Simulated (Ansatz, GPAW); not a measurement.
**Ti: programs and potentials compared**

```xyz
2
Lattice="2.9500 0.0000 0.0000 -1.4750 2.5548 0.0000 0.0000 0.0000 4.6800" Properties=species:S:1:pos:R:3 pbc="T T T"
Ti    1.4750    0.8516    3.5100
Ti    0.0000    1.7032    1.1700
```

Alike in all runs: task single point; functional PBE; k mesh 10 × 10 × 6; occupations gaussian, width 0.023 eV; no spin polarisation; no spin-orbit coupling. Pressure is positive in compression and, in plane waves, holds the error of the finite cutoff, which Ansatz's Pulay term estimates and takes out.

| program and potentials | plane-wave cutoff (eV) | notes | pressure (GPa) |
| --- | --- | --- | --- |
| Ansatz, Ansatz PAW | 420 | - | ? |
| GPAW, GPAW PAW data sets (gpaw-data 1.2.1) | 600 | - | -1.99 |
| Ansatz, all-electron LAPW, scalar-relativistic | - | - | -1.44 |

Question: Estimate from the other rows what the run with Ansatz, Ansatz PAW gave.

Answer: Pressure -1.43 GPa. The other rows, which needn't bracket it: pressure -1.99 to -1.44.
